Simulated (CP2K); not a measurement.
Crystal: TaN.

```
CELL_PARAMETERS angstrom
2.93800 0.00000 0.00000
-1.46900 2.54438 0.00000
0.00000 0.00000 2.88300
ATOMIC_POSITIONS crystal
Ta 0.00000 0.00000 0.50000
N 0.66667 0.33333 0.00000
```

Base run:

```yaml
Program: CP2K 2026.2
Functional: PBEsol
Dispersion: rVV10
Potentials_or_basis: POTENTIAL_UZH Ta GTH-PBE-q13, N GTH-PBE-q5; TZVP-MOLOPT-PBE-GTH basis
Density_cutoff: 6123 eV
k_mesh: 10 × 10 × 9
Occupations: fermi-dirac, width 0.05 eV
Spin: no spin polarisation
```

Its results: band gap on the k mesh none (metal or under the smearing width); pressure -6.6 GPa.

Q: The run is repeated on the same cell with these changes: dispersion from rVV10 to D3(BJ)+ATM. What comes out?

A: Band gap on the k mesh none (metal or under the smearing width); pressure -11.9 GPa.

Caveats: the potentials were made for another functional, which shifts forces and pressure; the basis of atomic orbitals isn't converged, which shifts pressures, moduli and gaps; pairwise dispersion overbinds metals, which lowers pressure and volume.
